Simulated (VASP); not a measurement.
A run of VASP 6.6.1 is set up as follows.

INCAR

```
  PREC = Accurate
  ENCUT = 520
  EDIFF = 1E-7
  ISMEAR = 0
  SIGMA = 0.03
  LREAL = Auto
  LASPH = T
  NELM = 80
  ALGO = Normal
  ISIF = 2
  LWAVE = F
  LCHARG = F
  LDIPOL = T
  IDIPOL = 3
  DIPOL = 0.5 0.5 0.500
  GGA = PS
  LVHAR = T
  LVACPOTAV = T
  ICORELEVEL = 1
  LUSENCCL = F
```

The input KPOINTS:

```
Automatic mesh
0
Gamma
  9 3 1
```

File POSCAR:

```
SiC                                     
1.0
    3.0789836900      0.0000000000      0.0000000000
    0.0000000000     10.0795950000      0.0000000000
    0.0000000000      0.0000000000     25.6659096200
  Si              C             
    12    12
Direct
     0.5000003999999976    0.0739693200778551    0.3693318086887402
     0.9999998799999972    0.3210251602834305    0.3902361183166461
     0.9999998799999972    0.8067271227788355    0.4031259706452652
     0.4999993599999968    0.5582220171845634    0.4286758866782672
     0.0000003399999997    0.0649270909299431    0.4655491400692206
     0.4999998199999993    0.3141373822718473    0.4968456491744737
     0.4999998199999993    0.8141373822718473    0.5031543508255257
     0.9999992999999989    0.5649270909299431    0.5344508599307793
     0.5000002800000019    0.0582220171845632    0.5713241133217328
     0.9999997600000015    0.3067271227788352    0.5968740293547349
     0.9999997600000015    0.8210251602834304    0.6097638816833537
     0.4999992400000011    0.5739693200778553    0.6306681913112597
     0.5000003999999976    0.2448056735899611    0.3652073120481136
     0.9999998799999972    0.5024177335723335    0.3984704293009688
     0.9999998799999972    0.9871921329925966    0.3898915565172461
     0.4999993599999968    0.7467258888088382    0.4321907503847558
     0.0000003399999997    0.2515768611446330    0.4637457016491965
     0.4999998199999993    0.5002796163651548    0.5020523433197197
     0.4999998199999993    0.0002796163651550    0.4979476566802803
     0.9999992999999989    0.7515768611446330    0.5362542983508037
     0.5000002800000019    0.2467258888088381    0.5678092496152440
     0.9999997600000015    0.4871921329925967    0.6101084434827535
     0.9999997600000015    0.0024177335723336    0.6015295706990315
     0.4999992400000011    0.7448056735899612    0.6347926879518864
```

Potentials or basis: VASP PAW PBE potentials, release 64 (Si, C).

Run with:

```bash
$ cat potpaw_PBE.64/Si/POTCAR potpaw_PBE.64/C/POTCAR > POTCAR
$ mpirun -np 1 vasp_std > vasp.out
```

(1) Predict the band gap on the k mesh.

(2) What does it give for the ionisation potential of the upper face?

(3) Predict the largest force.

Results:

(1) 0.44 eV, indirect (least direct gap 0.78 eV).

(2) 4.98 eV.

(3) 0.019 eV/Å.

Caveat: the PAW data sets were made with another functional, which shifts forces and pressure a little.
